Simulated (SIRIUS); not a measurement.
# V (Im-3m) in SIRIUS: reference runs

Aim: a first look at V with PBEsol, on the cell as given, and energy against volume gives the equilibrium volume and stiffness.

Everything below comes from runs of SIRIUS, more than one build. Logs are shortened: lines on timing, memory, paths and dates and some standing lists are left out, and cuts for length are marked. The log counts tension as positive stress, the text compression.

## 1. The crystal as given

Symmetry: Im-3m, No. 229, cubic system. Conventional cell: a = 3.029 Å, b = 3.029 Å, c = 3.029 Å, α = 90.00°, β = 90.00°, γ = 90.00°. Around V (site symmetry m-3m) lie 8 V at 2.62 Å.

## 2. Single point, PBEsol, collinear spin, ferromagnetic start, 13.06 Å³/atom (volume scaled by 0.94)

sirius.json

```json
{
  "control": {
    "processing_unit": "cpu",
    "verbosity": 2,
    "num_bands_to_print": 13,
    "print_forces": true,
    "print_stress": true
  },
  "parameters": {
    "electronic_structure_method": "pseudopotential",
    "xc_functionals": ["XC_GGA_X_PBE_SOL", "XC_GGA_C_PBE_SOL"],
    "gk_cutoff": 9.2,
    "pw_cutoff": 18.4,
    "ngridk": [12, 12, 12],
    "shiftk": [0, 0, 0],
    "smearing": "fermi_dirac",
    "smearing_width": 0.0018374661,
    "num_bands": 13,
    "num_mag_dims": 1,
    "num_dft_iter": 100,
    "energy_tol": 1e-08,
    "density_tol": 1e-06
  },
  "iterative_solver": {
    "type": "davidson",
    "min_tolerance": 1e-09,
    "tolerance_scale": [0.1, 0.25]
  },
  "mixer": {
    "type": "anderson",
    "beta": 0.5,
    "max_history": 8
  },
  "settings": {
    "tol_ne": 1e-10,
    "pseudo_grid_cutoff": 6.5,
    "smooth_initial_mag": true
  },
  "unit_cell": {
    "lattice_vectors": [
      [-0.57735026919, 0.57735026919, 0.57735026919],
      [0.57735026919, -0.57735026919, 0.57735026919],
      [0.57735026919, 0.57735026919, -0.57735026919]
    ],
    "lattice_vectors_scale": 4.8554375667,
    "atom_coordinate_units": "lattice",
    "atom_types": ["V"],
    "atom_files": {
      "V": "V.json"
    },
    "atoms": {
      "V": [
        [0.0, 0.0, 0.0, 0.0, 0.0, 2.0]
      ]
    }
  }
}
```

Potentials or basis: PseudoDojo 0.4.1 PBEsol standard (scalar relativistic).

The run is started by

```sh
$ upf_to_json V.upf
$ OMP_NUM_THREADS=1 sirius.scf --input=sirius.json --output=out.json --task=0
```

Log:

```text
[info] SIRIUS version : 7.10.0
[info] number of MPI ranks           : 1
[info] MPI grid                      : 1 1
[info] maximum number of OMP threads : 1
[fft] FFT context for density and potential
[fft] =====================================
[fft]   comm size                             : 1
[fft]   plane wave cutoff                     : 18.4
[fft]   grid size                             : 32 32 32   total : 32768
[fft]   grid limits                           : -15 16   -15 16   -15 16
[fft]   number of G-vectors within the cutoff : 4607
[fft]   local number of G-vectors             : 4607
[fft]   number of G-shells                    : 264
[fft] FFT context for coarse grid
[fft] =====================================
[fft]   comm size                             : 1
[fft]   plane wave cutoff                     : 18.4
[fft]   grid size                             : 32 32 32   total : 32768
[fft]   grid limits                           : -15 16   -15 16   -15 16
[fft]   number of G-vectors within the cutoff : 4607
[fft]   local number of G-vectors             : 4607
[fft]   number of G-shells                    : 264
[unit cell] lattice vectors
[unit cell]   a1 :      -2.8032881862      2.8032881862      2.8032881862
[unit cell]   a2 :       2.8032881862     -2.8032881862      2.8032881862
[unit cell]   a3 :       2.8032881862      2.8032881862     -2.8032881862
[unit cell] reciprocal lattice vectors
[unit cell]   b1 :      -0.0000000000      1.1206813017      1.1206813017
[unit cell]   b2 :       1.1206813017     -0.0000000000      1.1206813017
[unit cell]   b3 :       1.1206813017      1.1206813017     -0.0000000000
[unit cell] unit cell volume :        88.11771599 [a.u.^3]
[unit cell] 1/sqrt(omega)    :         0.10652913
[unit cell] MT volume        :         0.00000000 ( 0.00%)
[unit cell] IT volume        :        88.11771599 (100.00%)
[unit cell] number of atom types : 1
[unit cell] type id : 0 symbol :  V mt_radius :  15.350000 num_atoms : 1
[unit cell] total number of atoms : 1
[unit cell] number of symmetry classes : 1
[unit cell] number of PAW atoms : 0
[unit cell] atom id  type id  class id             position                      vector_field
[unit cell] ------------------------------------------------------------------------------------------
[unit cell]      0        0        0      0.00000   0.00000   0.00000      0.00000   0.00000   2.00000
[unit cell] atom id         position (Cartesian, a.u.)
[unit cell] ---------------------------------------------
[unit cell]      0       0.000000    0.000000    0.000000
[unit cell] class id : 0 atom id : 0
[unit cell] minimum bond length:     4.855438
[unit cell] total number of pseudo wave-functions: 10
[sym] space group number   : 229
[sym] international symbol : Im-3m
[sym] Hall symbol          : -I 4 2 3
[sym] space group transformation matrix :
[sym]  -0.5000  0.5000  0.5000
[sym]   0.5000 -0.5000  0.5000
[sym]   0.5000  0.5000 -0.5000
[sym] space group origin shift :
[sym]   0.0000  0.0000  0.0000
[sym] number of space group operations  : 48
[sym] number of magnetic group operations : 48
[sym] metric tensor error: 3.5527e-15
[sym] rotation matrix error: 2.9992e-17
[sym] symmetry operations
[... list of symmetry operations ...]
[atom type] label          : V
[atom type] --------------------------------------------------------------------------------
[atom type] symbol         : V
[atom type] name           :
[atom type] zn             : 13
[atom type] mass           : 0
[... 187 lines left out ...]
[find] band gap (eV)                  :       0.00000000
[find] Efermi                         :       0.63095727
[find] iteration : 3, RMS : 4.073551274250e-03, energy difference : -7.493758791952e-04
[find] Hartree energy of density residual : 1.118977920262e-05
[find] | SCF iteration   4 out of 100|
[diagonalize] iterative solver tolerance (occupied, empty): 3.90625e-05 3.90625e-05
[... 56 lines left out ...]
[find] Free energy (E-TS)             :     -73.72296405 (Ha),    -147.44592810 (Ry)
[find] band gap (eV)                  :       0.00000000
[find] Efermi                         :       0.62938660
[find] iteration : 10, RMS : 8.112660853181e-06, energy difference : -1.578925704848e-06
[find] Hartree energy of density residual : 2.633596169465e-10
[find] | SCF iteration  11 out of 100|
[diagonalize] iterative solver tolerance (occupied, empty): 2.38419e-09 2.38419e-09
[diagonalize] average number of iterations: 4.23611
[find] Total energy                   :     -73.72231637 (Ha),    -147.44463273 (Ry)
[find] Free energy (E-TS)             :     -73.72296405 (Ha),    -147.44592811 (Ry)
[find] band gap (eV)                  :       0.00000000
[find] Efermi                         :       0.62939172
[find] iteration : 11, RMS : 2.225422389933e-06, energy difference : -4.127689123834e-08
[find] Hartree energy of density residual : 4.671373594855e-11
[find] bands are converged : true
[... 24 lines left out ...]
[diagonalize] ik:   70   -1.687869   -0.748110   -0.746404   -0.745693    0.519182    0.519771    0.752557    0.757224    0.775062    0.997531    1.012544    1.040045    1.272286
[diagonalize]            -1.687857   -0.748098   -0.746392   -0.745681    0.519191    0.519781    0.752571    0.757238    0.775076    0.997543    1.012556    1.040058    1.272296
[diagonalize] ik:   71   -1.687481   -0.747296   -0.747296   -0.747296    0.513452    0.513452    0.774062    0.774062    0.774062    1.014203    1.014203    1.014203    1.267022
[diagonalize]            -1.687469   -0.747284   -0.747284   -0.747284    0.513462    0.513462    0.774076    0.774076    0.774076    1.014215    1.014215    1.014215    1.267031
[find] Charges and magnetic moments
[find] --------------------------------------------------------------------------------
[find] atom                moment                |moment|
[find] --------------------------------------------------------------------------------
[find]    0 [  0.00000,   0.00000,   0.00002]    0.000021
[find] total charge          : 13.000000
[find] total moment          : [  0.00000,   0.00000,   0.00009], magnitude : 0.000095
[... 6 lines left out ...]
[find] <rho|V^{H}>                    :      28.14519446
[find] one-electron contribution      :     -21.59341830 (Ha),     -43.18683660 (Ry)
[find] hartree contribution           :      14.07259723
[find] xc contribution                :     -11.35247339
[find] ewald contribution             :     -54.84902123
[find] PAW contribution               :       0.00000000
[find] smearing (-TS)                 :      -0.00064770
[find] SCF correction                 :      -0.00000067
[find] Total energy                   :     -73.72231636 (Ha),    -147.44463272 (Ry)
[find] Free energy (E-TS)             :     -73.72296406 (Ha),    -147.44592811 (Ry)
[find] band gap (eV)                  :       0.00000000
[find] Efermi                         :       0.62939015
[find] iteration : 12, RMS : 8.248338010486e-07, energy difference : 6.989623102527e-09
[find] Hartree energy of density residual : 3.975109134375e-13
[find] bands are converged : true
[find] iterative solver converged : true
[find] converged after 13 SCF iterations!
[find] Charges and magnetic moments
[find] --------------------------------------------------------------------------------
[find] atom                moment                |moment|
[find] --------------------------------------------------------------------------------
[find]    0 [  0.00000,   0.00000,   0.00002]    0.000021
[find] total charge          : 13.000000
[find] total moment          : [  0.00000,   0.00000,   0.00009], magnitude : 0.000095
[find] Energy
[find] --------------------------------------------------------------------------------
[find] valence_eval_sum               :      -4.97051300
[find] <rho|V^{XC}>                   :     -11.52228916
[find] <rho|E^{XC}>                   :     -11.35247339
[find] <mag|B^{XC}>                   :      -0.00000000
[find] <rho|V^{H}>                    :      28.14519446
[find] one-electron contribution      :     -21.59341830 (Ha),     -43.18683660 (Ry)
[find] hartree contribution           :      14.07259723
[find] xc contribution                :     -11.35247339
[find] ewald contribution             :     -54.84902123
[find] PAW contribution               :       0.00000000
[find] smearing (-TS)                 :      -0.00064770
[find] SCF correction                 :      -0.00000067
[find] Total energy                   :     -73.72231636 (Ha),    -147.44463272 (Ry)
[find] Free energy (E-TS)             :     -73.72296406 (Ha),    -147.44592811 (Ry)
[find] band gap (eV)                  :       0.00000000
[find] Efermi                         :       0.62939015
[ground_state] === stress tensor components [kbar] ===
[ground_state] === stress_kin ===
[ground_state] -67663.398383   -0.000000    0.000000
[ground_state]    -0.000000-67663.398383    0.000000
[ground_state]     0.000000    0.000000-67663.398383
[ground_state] === stress_har ===
[ground_state] -15662.005685   -0.000000    0.000000
[ground_state]    -0.000000-15662.005685    0.000000
[ground_state]     0.000000    0.000000-15662.005685
[ground_state] === stress_ewald ===
[ground_state] 61043.861926    0.000000   -0.000000
[ground_state]     0.00000061043.861926   -0.000000
[ground_state]    -0.000000   -0.00000061043.861926
[ground_state] === stress_vloc ===
[ground_state] 16223.313484    0.000000   -0.000000
[ground_state]     0.00000016223.313484   -0.000000
[ground_state]    -0.000000   -0.00000016223.313484
[ground_state] === stress_xc ===
[ground_state]   748.990882    0.000000   -0.000000
[ground_state]     0.000000  748.990882   -0.000000
[ground_state]    -0.000000   -0.000000  748.990882
[ground_state] === stress_core ===
[ground_state]  9988.081806    0.000000   -0.000000
[ground_state]     0.000000 9988.081806   -0.000000
[ground_state]    -0.000000   -0.000000 9988.081806
[ground_state] === stress_nonloc ===
[ground_state] -4662.625387   -0.000000    0.000000
[ground_state]    -0.000000-4662.625387    0.000000
[ground_state]     0.000000    0.000000-4662.625387
[ground_state] === stress_us_nl ===
[ground_state] -4662.625387   -0.000000    0.000000
[ground_state]    -0.000000-4662.625387    0.000000
[ground_state]     0.000000    0.000000-4662.625387
[ground_state] === stress_total ===
[ground_state]    16.218644    0.000000    0.000000
[ground_state]     0.000000   16.218644   -0.000000
[ground_state]     0.000000   -0.000000   16.218644
[ground_state] ==== total Forces in Ha/bohr =====
[ground_state] atom:    0, force:       0.0000000      0.0000000      0.0000000
[... 8 lines left out ...]
[ground_state] ==== Ewald forces from ions =====
[ground_state] atom:    0, force:       0.0000000      0.0000000      0.0000000
[~DFT_ground_state] local op. applied: 53555
[~DFT_ground_state] evp. work count: 17636.8
[~DFT_ground_state] number of iterative solver steps: 3482
```

Wall time 31 s (1 thread of Arm Neoverse V2, shared host); peak memory 0.29 GiB.

Results:

* Free energy: -2006.1041 eV
* Pressure: -1.6 GPa
* Band gap on the k mesh: none (metal or under the smearing width)

Caveat: the starting moments collapsed, and a magnetic state may lie lower.

## 3. Single point, PBEsol, collinear spin, ferromagnetic start, 13.34 Å³/atom (volume scaled by 0.96)

sirius.json, as its differences from that of step 2:

```diff
@@ -44,3 +44,3 @@
     ],
-    "lattice_vectors_scale": 4.8554375667,
+    "lattice_vectors_scale": 4.8896319157,
     "atom_coordinate_units": "lattice",
```

Potentials or basis: PseudoDojo 0.4.1 PBEsol standard (scalar relativistic).

The run is started by

```sh
$ upf_to_json V.upf
$ OMP_NUM_THREADS=1 sirius.scf --input=sirius.json --output=out.json --task=0
```

Run time: 33 s. Hardware: 1 thread of Arm Neoverse V2, shared host; peak memory 0.29 GiB.

The run converged. Its results:

| Item | Value |
| --- | --- |
| Free energy | -2006.0979 eV |
| Pressure | -5.4 GPa |
| Band gap on the k mesh | none (metal or under the smearing width) |

Caveat: the starting moments collapsed, and a magnetic state may lie lower.

## 4. Single point, PBEsol, collinear spin, ferromagnetic start, 13.61 Å³/atom (volume scaled by 0.98)

sirius.json, as its differences from that of step 3:

```diff
@@ -44,3 +44,3 @@
     ],
-    "lattice_vectors_scale": 4.8896319157,
+    "lattice_vectors_scale": 4.9233545806,
     "atom_coordinate_units": "lattice",
```

The run is started by

```sh
$ upf_to_json V.upf
$ OMP_NUM_THREADS=1 sirius.scf --input=sirius.json --output=out.json --task=0
```

Run time: 33 s. Hardware: 1 thread of Arm Neoverse V2, shared host; peak memory 0.3 GiB.

It converged, with:

| Quantity | Value |
| --- | --- |
| Free energy | -2006.0855 eV |
| Pressure | -8.9 GPa |
| Band gap on the k mesh | none (metal or under the smearing width) |

Caveat: the starting moments collapsed, and a magnetic state may lie lower.

## 5. Single point, PBEsol, collinear spin, ferromagnetic start, 13.89 Å³/atom

sirius.json, as its differences from that of step 4:

```diff
@@ -44,3 +44,3 @@
     ],
-    "lattice_vectors_scale": 4.9233545806,
+    "lattice_vectors_scale": 4.9566214992,
     "atom_coordinate_units": "lattice",
```

The run is started by

```sh
$ upf_to_json V.upf
$ OMP_NUM_THREADS=1 sirius.scf --input=sirius.json --output=out.json --task=0
```

It took 35 s on 1 thread of Arm Neoverse V2, shared host; peak memory 0.3 GiB.

It converged, with:

| Item | Value |
| --- | --- |
| Free energy | -2006.0674 eV |
| Pressure | -12.0 GPa |
| Band gap on the k mesh | none (metal or under the smearing width) |

Caveat: the starting moments collapsed, and a magnetic state may lie lower.

## 6. Single point, PBEsol, collinear spin, ferromagnetic start, 14.17 Å³/atom (volume scaled by 1.02)

sirius.json, as its differences from that of step 5:

```diff
@@ -44,3 +44,3 @@
     ],
-    "lattice_vectors_scale": 4.9566214992,
+    "lattice_vectors_scale": 4.9894477637,
     "atom_coordinate_units": "lattice",
```

Potentials or basis: PseudoDojo 0.4.1 PBEsol standard (scalar relativistic).

The run is started by

```sh
$ upf_to_json V.upf
$ OMP_NUM_THREADS=1 sirius.scf --input=sirius.json --output=out.json --task=0
```

It took 35 s on 1 thread of Arm Neoverse V2, shared host; peak memory 0.3 GiB.

Results (log left out):

```yaml
Free_energy: -2006.0442 eV
Pressure: -14.8 GPa
Band_gap_on_the_k_mesh: none (metal or under the smearing width)
```

Caveat: the starting moments collapsed, and a magnetic state may lie lower.

## 7. Single point, PBEsol, collinear spin, ferromagnetic start, 14.45 Å³/atom (volume scaled by 1.04)

sirius.json, as its differences from that of step 6:

```diff
@@ -44,3 +44,3 @@
     ],
-    "lattice_vectors_scale": 4.9894477637,
+    "lattice_vectors_scale": 5.0218476832,
     "atom_coordinate_units": "lattice",
```

The run is started by

```sh
$ upf_to_json V.upf
$ OMP_NUM_THREADS=1 sirius.scf --input=sirius.json --output=out.json --task=0
```

It took 39 s on 1 thread of Arm Neoverse V2, shared host; peak memory 0.3 GiB.

Results (log left out):

```yaml
Free_energy: -2006.0163 eV
Pressure: -17.4 GPa
Band_gap_on_the_k_mesh: none (metal or under the smearing width)
```

Caveat: the starting moments collapsed, and a magnetic state may lie lower.

## 8. Single point, PBEsol, collinear spin, ferromagnetic start, 14.72 Å³/atom (volume scaled by 1.06)

sirius.json, as its differences from that of step 7:

```diff
@@ -44,3 +44,3 @@
     ],
-    "lattice_vectors_scale": 5.0218476832,
+    "lattice_vectors_scale": 5.0538348364,
     "atom_coordinate_units": "lattice",
```

The run is started by

```sh
$ upf_to_json V.upf
$ OMP_NUM_THREADS=1 sirius.scf --input=sirius.json --output=out.json --task=0
```

Run time: 43 s. Hardware: 1 thread of Arm Neoverse V2, shared host; peak memory 0.31 GiB.

Results (log left out):

* Free energy: -2005.9841 eV
* Pressure: -19.7 GPa
* Band gap on the k mesh: none (metal or under the smearing width)

Caveat: the starting moments collapsed, and a magnetic state may lie lower.

## 9. Equation of state, PBEsol, collinear spin, ferromagnetic start

Potentials or basis: PseudoDojo 0.4.1 PBEsol standard (scalar relativistic).

This step only gathers the single runs of the series.

Results:

- Equilibrium volume: 12.95 Å³/atom (rough: see the caveat)
- Bulk modulus: 195 GPa (rough)

Energy against volume, from the lowest point:
| volume (Å³/atom) | energy (meV/atom) |
| --- | --- |
| 13.058 | 0.00 |
| 13.336 | 6.12 |
| 13.613 | 18.52 |
| 13.891 | 36.62 |
| 14.169 | 59.88 |
| 14.447 | 87.80 |
| 14.725 | 119.91 |

Caveat: the minimum lies outside the volumes run.

## 10. Single point, PBEsol, collinear spin, ferromagnetic start

sirius.json, as its differences from that of step 8:

```diff
@@ -25,4 +25,3 @@
     "type": "davidson",
-    "min_tolerance": 1e-09,
-    "tolerance_scale": [0.1, 0.25]
+    "min_tolerance": 1e-10
   },
@@ -40,7 +39,6 @@
     "lattice_vectors": [
-      [-0.57735026919, 0.57735026919, 0.57735026919],
-      [0.57735026919, -0.57735026919, 0.57735026919],
-      [0.57735026919, 0.57735026919, -0.57735026919]
+      [-2.861706756827, 2.861706756827, 2.861706756827],
+      [2.861706756827, -2.861706756827, 2.861706756827],
+      [2.861706756827, 2.861706756827, -2.861706756827]
     ],
-    "lattice_vectors_scale": 5.0538348364,
     "atom_coordinate_units": "lattice",
```

The run is started by

```sh
$ upf_to_json V.upf
$ OMP_NUM_THREADS=1 sirius.scf --input=sirius.json --output=out.json --task=0
```

Wall time 34 s (1 thread of Intel Xeon Platinum 8259CL at 2.50GHz (Skylake/Cascade Lake), shared host); peak memory 0.22 GiB.

It converged, with:

- Free energy: -2006.0674 eV
- Pressure: -12.0 GPa
- Band gap on the k mesh: none (metal or under the smearing width)

Caveat: the starting moments collapsed, and a magnetic state may lie lower.
